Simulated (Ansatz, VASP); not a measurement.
**Pb in VASP and in Ansatz**

```xyz
2
Lattice="3.5139 0.0000 0.0000 -1.7570 3.0431 0.0000 0.0000 0.0000 5.7970" Properties=species:S:1:pos:R:3 pbc="T T T"
Pb    0.0000    2.0288    1.4492
Pb    1.7570    1.0144    4.3477
```

Alike in both runs: task single point; functional r2SCAN; k mesh 12 × 12 × 6; occupations gaussian, width 0.1 eV; no spin polarisation.

|  | VASP | Ansatz |
| --- | --- | --- |
| version | VASP 6.6.1 | Ansatz 0.2.0 |
| potentials or method | VASP PAW PBE potentials, release 64 (Pb_d) | scalar-relativistic, plane waves, PAW |
| plane-wave cutoff (eV) | 520 | 500 |
| valence electrons in the cell | 28 | 28 |

|  | VASP | Ansatz | Ansatz less VASP |
| --- | --- | --- | --- |
| gap on the k mesh at the Fermi level (eV) | none | none | - |
| pressure (GPa) | -0.1 | -0.1 | +0.01 |
| largest component of the traceless stress (GPa) | 0.09 | 0.08 | -0.003 |

A gap of «none» marks a metal or a gap that the smearing closes. With one functional, cell and mesh, what is left measures potentials, basis and numerics.

Caveats: the PAW data sets were made with another functional, which shifts forces and pressure a little (VASP). The runs have no spin-orbit coupling, so splittings on Pb are missing.
